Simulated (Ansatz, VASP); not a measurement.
## Cu: VASP beside Ansatz

```
CELL_PARAMETERS angstrom
0.00000 1.80750 1.80750
1.80750 0.00000 1.80750
1.80750 1.80750 0.00000
ATOMIC_POSITIONS crystal
Cu 0.00000 0.00000 0.00000
```

Alike in both runs: task single point; functional LDA; k mesh 24 × 24 × 24; occupations gaussian, width 0.15 eV; no spin polarisation.

|  | VASP | Ansatz |
| --- | --- | --- |
| version | VASP 6.6.1 | Ansatz 0.2.0 |
| potentials or method | VASP PAW LDA potentials, release 64 (Cu) | scalar-relativistic, plane waves, PAW |
| plane-wave cutoff (eV) | 520 | 420 |
| valence electrons in the cell | 11 | 19 |

VASP gave:

```
gap on the k mesh at the Fermi level (eV) : none
pressure (GPa)                            : -11.7
```

What did Ansatz give for the same quantities?

gap on the k mesh at the Fermi level (eV): none; pressure (GPa): -12.5.

A gap of «none» marks a metal or a gap that the smearing closes. The two sets of potentials don't hold the same shells in valence.
